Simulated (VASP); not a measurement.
# TiSe2: the relaxed cell at several levels

Which functional gives the lattice of TiSe2 as experiment finds it, and is a dearer one worth its cost? The levels: PBE, LDA and PBE + D3(BJ). The start is a cell from a database of measured crystal structures.

Main program and level: VASP 6.6.1; PBE, no spin polarisation; plane waves and PAW (Ti_sv, Se), in the first sound run; inputs show where later runs differ.

**Measured values to reproduce.**

For TiSe2, 1T high-temperature phase (pristine single crystal, 300 K), “Effect of Cu intercalation and pressure on excitonic interaction in 1T-TiSe2” (2019, arxiv:1902.02046) gives, by synchrotron single-crystal XRD: lattice constant a (a, high-temperature phase) 3.5395 ± 0.0003 Å; lattice constant c (c, high-temperature phase) 6.0082 ± 0.0004 Å.

**1. Set-up**

Before any relaxation, the start is as follows. The structure is trigonal, space group P-3m1 (No. 164). The conventional cell has a = 3.536 Å, b = 3.536 Å, c = 6.004 Å, α = 90.00°, β = 90.00°, γ = 120.00°. Ti has 6 Se at 2.55 Å nearest. Se has 3 Ti at 2.55 Å nearest. Farther neighbours and most contacts between anions are not listed.

Structure file:

```
Ti Se
1.0
     3.53600    0.00000    0.00000
    -1.76800    3.06227    0.00000
     0.00000    0.00000    6.00400
Ti Se
1 2
Direct
  0.00000 0.00000 0.00000
  0.33333 0.66667 0.25520
  0.66667 0.33333 0.74480
```

**2. Relaxation with PBE**

Properties are meant for the cell that this level of theory prefers, so cell and atoms are relaxed first (ISIF = 3) until forces and stress are small; EDIFFG sets the threshold. PBE, the usual starting point, adds the gradient of the density.

The input, INCAR:

```
SYSTEM = TiSe2
PREC = Accurate
ENCUT = 520
EDIFF = 1E-06
NELM = 100
ISMEAR = -1
SIGMA = 0.05
LREAL = .FALSE.
ALGO = Normal
GGA = PE
NBANDS = 18
LASPH = .TRUE.
LORBIT = 11
LWAVE = .FALSE.
LCHARG = .FALSE.
KPAR = 2
IBRION = 2
NSW = 60
ISIF = 3
EDIFFG = -0.01
```

The input, POSCAR:

```
TiSe2
1.0
    3.5360000000      0.0000000000      0.0000000000
   -1.7680000000      3.0622658278      0.0000000000
    0.0000000000      0.0000000000      6.0040000000
Ti Se
1 2
Direct
    0.0000000000      0.0000000000      0.0000000000
    0.3333333333      0.6666666667      0.2552000000
    0.6666666667      0.3333333333      0.7448000000
```

The input, KPOINTS:

```
Automatic mesh
0
Gamma
7 7 4
0 0 0
```

The projector-augmented-wave data sets are Ti_sv and Se (PBE family, release 64).

Started as:

```
> mpirun -np 2 vasp_std
```

Output:

```text
[banner, memory and clock lines left out]
running    2 mpi-ranks, on    1 nodes
 distrk:  each k-point on    1 cores,    2 groups
 distr:  one band on    1 cores,    1 groups

 POSCAR found type information on POSCAR TiSe
 POSCAR found :  2 types and       3 ions
 LDA part: xc-table for (Slater+PW92), standard interpolation
 POSCAR, INCAR and KPOINTS ok, starting setup
 FFT: planning ... GRIDC
 FFT: planning ... GRID_SOFT
 FFT: planning ... GRID
 WAVECAR not read
 entering main loop
       N       E                     dE             d eps       ncg     rms          rms(c)
DAV:   1     0.200783402231E+03    0.20078E+03   -0.11512E+04  1008   0.130E+03
DAV:   2    -0.112409313783E+01   -0.20191E+03   -0.19678E+03  1062   0.334E+02
DAV:   3    -0.205176654386E+02   -0.19394E+02   -0.19020E+02  1476   0.991E+01
DAV:   4    -0.212149758500E+02   -0.69731E+00   -0.69581E+00  1310   0.177E+01
DAV:   5    -0.212390184781E+02   -0.24043E-01   -0.24035E-01  1498   0.284E+00    0.123E+01
DAV:   6    -0.198676011995E+02    0.13714E+01   -0.34441E+01  1136   0.436E+01    0.115E+01
DAV:   7    -0.184858099672E+02    0.13818E+01   -0.24239E+01  1298   0.331E+01    0.502E+00
DAV:   8    -0.182309640087E+02    0.25485E+00   -0.30196E+00  1098   0.134E+01    0.212E+00
DAV:   9    -0.181771520899E+02    0.53812E-01   -0.32549E-01  1144   0.434E+00    0.532E-01
DAV:  10    -0.181774314627E+02   -0.27937E-03   -0.26099E-02  1254   0.120E+00    0.265E-01
DAV:  11    -0.181783145736E+02   -0.88311E-03   -0.15146E-02  1380   0.835E-01    0.252E-01
DAV:  12    -0.181772033347E+02    0.11112E-02   -0.45986E-03  1342   0.458E-01    0.485E-02
DAV:  13    -0.181772045437E+02   -0.12090E-05   -0.73200E-05  1160   0.639E-02    0.210E-02
DAV:  14    -0.181772028587E+02    0.16850E-05   -0.15164E-05  1360   0.241E-02    0.950E-03
DAV:  15    -0.181772021245E+02    0.73419E-06   -0.46840E-06  1104   0.112E-02
   1 F= -.18177202E+02 E0= -.18172661E+02  d E =-.181772E+02
 curvature:   0.00 expect dE= 0.000E+00 dE for cont linesearch  0.000E+00
 trial: gam= 0.00000 g(F)=  0.969E-03 g(S)=  0.225E-01 ort = 0.000E+00 (trialstep = 0.100E+01)
 search vector abs. value=  0.235E-01
 bond charge predicted
       N       E                     dE             d eps       ncg     rms          rms(c)
DAV:   1    -0.184268895988E+02   -0.24969E+00   -0.46965E+00  1238   0.250E+01    0.456E+00
DAV:   2    -0.185917452459E+02   -0.16486E+00   -0.55909E+00  1210   0.192E+01    0.392E+00
DAV:   3    -0.181860647601E+02    0.40568E+00   -0.16001E+00  1194   0.915E+00    0.656E-01
DAV:   4    -0.181797636553E+02    0.63011E-02   -0.80775E-02  1206   0.172E+00    0.270E-01
DAV:   5    -0.181801470733E+02   -0.38342E-03   -0.18684E-02  1506   0.822E-01    0.266E-01
DAV:   6    -0.181811180917E+02   -0.97102E-03   -0.36242E-03  1480   0.483E-01    0.814E-02
DAV:   7    -0.181813469549E+02   -0.22886E-03   -0.76025E-04  1244   0.186E-01    0.107E-01
DAV:   8    -0.181812957735E+02    0.51181E-04   -0.43469E-04  1290   0.150E-01    0.191E-02
DAV:   9    -0.181812911707E+02    0.46028E-05   -0.56375E-05  1226   0.408E-02    0.541E-03
DAV:  10    -0.181812910713E+02    0.99348E-07   -0.11071E-06   790   0.103E-02
   2 F= -.18181291E+02 E0= -.18176920E+02  d E =-.408895E-02
[... from here on, the cycles between the ionic steps are left out ...]
   3 F= -.18184189E+02 E0= -.18179741E+02  d E =-.698675E-02
   4 F= -.18187186E+02 E0= -.18182853E+02  d E =-.299669E-02
   5 F= -.18193146E+02 E0= -.18189151E+02  d E =-.895704E-02
   6 F= -.18193547E+02 E0= -.18190088E+02  d E =-.935782E-02
   7 F= -.18195380E+02 E0= -.18191791E+02  d E =-.111913E-01
   8 F= -.18197763E+02 E0= -.18194246E+02  d E =-.238322E-02
   9 F= -.18203006E+02 E0= -.18199597E+02  d E =-.762538E-02
  10 F= -.18205943E+02 E0= -.18202455E+02  d E =-.105624E-01
  11 F= -.18207812E+02 E0= -.18204311E+02  d E =-.186934E-02
  12 F= -.18208398E+02 E0= -.18204865E+02  d E =-.245579E-02
  13 F= -.18208572E+02 E0= -.18205050E+02  d E =-.262975E-02
  14 F= -.18208783E+02 E0= -.18205272E+02  d E =-.210359E-03
  15 F= -.18208998E+02 E0= -.18205514E+02  d E =-.425625E-03
  16 F= -.18209001E+02 E0= -.18205515E+02  d E =-.428937E-03
  17 F= -.18208978E+02 E0= -.18205484E+02  d E =-.405795E-03
  18 F= -.18209001E+02 E0= -.18205512E+02  d E =-.428245E-03
  19 F= -.18209001E+02 E0= -.18205514E+02  d E =-.428676E-03
 curvature:  -0.34 expect dE=-0.313E-04 dE for cont linesearch -0.827E-07
 trial: gam= 0.11936 g(F)=  0.156E-04 g(S)=  0.752E-04 ort = 0.145E-04 (trialstep = 0.561E+00)
 search vector abs. value=  0.107E-03
 bond charge predicted
       N       E                     dE             d eps       ncg     rms          rms(c)
DAV:   1    -0.182091654853E+02   -0.16416E-03   -0.33635E-03  1040   0.672E-01    0.975E-02
DAV:   2    -0.182091822178E+02   -0.16732E-04   -0.24806E-03  1174   0.405E-01    0.792E-02
DAV:   3    -0.182090402052E+02    0.14201E-03   -0.94706E-04  1170   0.212E-01    0.243E-02
DAV:   4    -0.182090300460E+02    0.10159E-04   -0.57273E-05  1332   0.620E-02    0.706E-03
DAV:   5    -0.182090302659E+02   -0.21989E-06   -0.37692E-06  1194   0.135E-02
  20 F= -.18209030E+02 E0= -.18205540E+02  d E =-.292293E-04
 trial-energy change:   -0.000029  1 .order   -0.000033   -0.000052   -0.000014
 step:   0.7626(harm=  0.7626)  dis= 0.00069  next Energy=   -18.209036 (dE=-0.353E-04)
 reached required accuracy - stopping structural energy minimisation
```

Wall time 3.4 min (2 MPI ranks of Intel Xeon Platinum 8259CL at 2.50GHz (Skylake/Cascade Lake), shared host); peak memory 0.41 GiB.

The logs omit lines about the potential files and the build; timing stands in the text.

OUTCAR, selected parts (step 2):

```text
ion  position               nearest neighbor table
   1  0.000  0.000  0.000-   2 2.55   3 2.55   3 2.55   2 2.55   3 2.55   2 2.55
   2  0.333  0.667  0.255-   1 2.55   1 2.55   1 2.55
   3  0.667  0.333  0.745-   1 2.55   1 2.55   1 2.55

  LATTYP: Found a hexagonal cell.
 ALAT       =     3.5360000000
 C/A-ratio  =     1.6979638009

 Subroutine GETGRP returns: Found 12 space group operations
 (whereof 12 operations were pure point group operations)

The static configuration has the point symmetry D_3d.

 Found     28 irreducible k-points:

   k-points           NKPTS =     28   k-points in BZ     NKDIM =     28   number of bands    NBANDS=     18

   dimension x,y,z NGX =    28 NGY =   28 NGZ =   48
   dimension x,y,z NGXF=    56 NGYF=   56 NGZF=   96

   ENCUT  =  520.0 eV  38.22 Ry    6.18 a.u.   6.57  6.57 11.16*2*pi/ulx,y,z

   NELECT =      24.0000    total number of electrons

 k-points in reciprocal lattice and weights: Automatic mesh
   0.00000000  0.00000000  0.00000000       0.005
   0.14285714  0.00000000  0.00000000       0.031
   0.28571429 -0.00000000  0.00000000       0.031
   0.42857143 -0.00000000  0.00000000       0.031
   0.14285714  0.14285714  0.00000000       0.031
   0.28571429  0.14285714  0.00000000       0.061
   0.42857143  0.14285714  0.00000000       0.031
   0.28571429  0.28571429  0.00000000       0.031
   0.00000000  0.00000000  0.25000000       0.010
[...]
0.42857143  0.14285714  0.50000000       0.031
   0.28571429  0.28571429  0.50000000       0.031

 average (electrostatic) potential at core
       1 -77.9560       2 -54.1377       3 -54.1377

 E-fermi :   3.7678

 k-point     1 :       0.0000    0.0000    0.0000
  band No.  band energies     occupation
    ...
      6      -8.8081      2.00000
      7      -1.0773      2.00000
      8       1.6263      2.00000
      9       1.6263      2.00000
     10       3.3144      1.99977
     11       4.2682      0.00009
     12       4.2682      0.00009
     13       4.2982      0.00005
     14       4.2982      0.00005
     15       4.4400      0.00000
    ...

 k-point     2 :       0.1429    0.0000    0.0000
  band No.  band energies     occupation
    ...
      8       1.0724      2.00000
      9       1.6764      2.00000
     10       2.5876      2.00000
     11       3.4038      1.99862
     12       3.4456      1.99683
     13       4.2799      0.00007
     14       4.9292      0.00000
     15       5.0180      0.00000
     16       6.6243      0.00000
     17       7.0763      0.00000
    ...

 k-point     3 :       0.2857   -0.0000    0.0000
  band No.  band energies     occupation
    ...
      8       0.2175      2.00000
      9       0.6714      2.00000
     10       1.6936      2.00000
     11       2.7554      2.00000
     12       2.8246      2.00000
     13       4.0375      0.00904
     14       5.2130      0.00000
     15       5.2897      0.00000
     16       6.7956      0.00000
     17       7.0874      0.00000
    ...

  Total        0.0023226      0.0023226      0.0267936      0.0000000     -0.0000000      0.0000000
  in kB        0.0518834      0.0518834      0.5985423      0.0000000     -0.0000000      0.0000000
  external PRESSURE =       0.2341031 kB  Pullay stress =       0.0000000 kB

  energy-cutoff  :      520.00
  volume of cell :       71.72
      direct lattice vectors                 reciprocal lattice vectors
     3.539286003  0.000000000  0.000000000     0.282542863  0.163126198 -0.000000000
    -1.769643001  3.065111590  0.000000000    -0.000000000  0.326252396 -0.000000000
     0.000000000  0.000000000  6.611281458    -0.000000000 -0.000000000  0.151256607

 POSITION                                       TOTAL-FORCE (eV/Angst)
 -----------------------------------------------------------------------------------
      0.00000      0.00000      0.00000        -0.000000     -0.000000      0.000000
     -0.00000      2.04341      1.55060        -0.000000     -0.000000     -0.002616
      1.76964      1.02170      5.06068         0.000000      0.000000      0.002616
 -----------------------------------------------------------------------------------
    total drift:                                0.000000      0.000000      0.000000

  FREE ENERGIE OF THE ION-ELECTRON SYSTEM (eV)
  ---------------------------------------------------
  free  energy   TOTEN  =       -18.2090302659 eV

  energy  without entropy=      -18.2020503249  energy(sigma->0) =      -18.20554030

 reached required accuracy - stopping structural energy minimisation

 total charge
# of ion       s       p       d       tot
------------------------------------------
    1        2.179   6.158   1.811  10.147
    2        1.472   2.354   0.032   3.858
    3        1.472   2.354   0.032   3.858
--------------------------------------------------
tot          5.123  10.865   1.875  17.863

[... 3 further parts left out ...]
```

CONTCAR:

```
TiSe2
   1.00000000000000
     3.5392860026194302    0.0000000000000000    0.0000000000000000
    -1.7696430013097151    3.0651115895453453    0.0000000000000000
     0.0000000000000000    0.0000000000000000    6.6112814578532175
  Ti              Se
     1     2
Direct
     0.0000000000000000    0.0000000000000000    0.0000000000000000
     0.3333333332999970    0.6666666667000030    0.2345389071075365
     0.6666666667000030    0.3333333332999970    0.7654610928924633
```

This run has no spin polarisation, although Ti can carry a moment. The k-mesh is coarse for a metal. The bonds form layers, held to each other by dispersion, which PBE lacks, so the spacing between them is unreliable. After so large a change of volume the plane waves of the start cell no longer fit, so the final stress carries a basis-set error. The run keeps the 12 symmetry operations of its start, so it cannot find a distortion of lower symmetry.

Relaxation path:

```
step  energy less that of the first step (eV)  largest force (eV/Å)  pressure (GPa)  volume (Å³)
   1                                   0.0000                0.1002            1.52        65.01
   2                                  -0.0041                0.2904           -1.06        66.96
   3                                  -0.0070                0.1392           -0.09        66.18
   4                                  -0.0100                0.1379           -0.02        66.34
   5                                  -0.0159                0.1381            0.23        66.78
   6                                  -0.0163                0.1397            0.83        67.62
   7                                  -0.0182                0.1348            0.54        67.21
   8                                  -0.0206                0.1366            0.40        67.64
   9                                  -0.0258                0.1407           -0.08        68.93
  10                                  -0.0287                0.1485           -0.84        71.55
  11                                  -0.0306                0.0735           -0.54        71.77
  12                                  -0.0312                0.0521            0.01        72.15
  13                                  -0.0314                0.0144           -0.16        72.03
  14                                  -0.0316                0.0137           -0.09        71.92
  15                                  -0.0318                0.0127            0.10        71.64
  16                                  -0.0318                0.0128            0.09        71.67
  17                                  -0.0318                0.0132            0.04        71.75
  18                                  -0.0318                0.0128            0.06        71.69
  19                                  -0.0318                0.0127            0.07        71.68
  20                                  -0.0318                0.0026            0.02        71.72
```

```
conventional cell, symmetrised  before  after   change
                         a (Å)   3.536  3.539   +0.1 %
                         b (Å)   3.536  3.539   +0.1 %
                         c (Å)   6.004  6.611  +10.1 %
              volume (Å³/atom)   21.67  23.91  +10.3 %
```

The atoms that moved most (Å, as changes of fractional coordinates times the final cell):

```
atom     dx     dy      dz  length
 Se2  0.000  0.000  -0.137   0.137
 Se3  0.000  0.000   0.137   0.137
```

Final coordinates:

```xyz
3
Lattice="3.5393 0.0000 0.0000 -1.7696 3.0651 0.0000 0.0000 0.0000 6.6113" Properties=species:S:1:pos:R:3 pbc="T T T"
Ti    0.0000    0.0000    0.0000
Se    0.0000    2.0434    1.5506
Se    1.7696    1.0217    5.0607
```

This step gave:

| Quantity | Value |
| --- | --- |
| electrons | 24 |
| bands | 18 |
| irreducible k-points | 28 |
| symmetry operations | 12 |
| free energy (TOTEN) | -18.21 eV |
| energy at zero smearing | -18.21 eV |
| Fermi energy | 3.768 eV |
| pressure | 0.02341 GPa |
| metallic | yes |
| SCF cycles over all ionic steps | 163 |

It ends with a largest force of 0.003 eV/Å and a pressure of 0.02 GPa. The volume lies +10.3 % from that of the database's start. The conventional cell has a = 3.539 and c = 6.611 Å.

[end of part 1 of 2]

[Lines on the potential files, build, host, timing and source positions are cut from VASP's logs without a mark.]

[Logs are printed without paths, hosts, clocks, repeated set-up lines and the standing remarks that a program may print on its own settings, such as how far it seeks lower states.]

[Hosts, paths, dates, database ids (printed as entryN), source tags and the programs' standing remarks are cut or masked in the printed files.]

[A measured line is paired with the nearest computed mode of its activity, which favours agreement.]

[In band tables of VASP the shares of atoms and orbitals are scaled to a sum of 1 inside the atoms' spheres.]
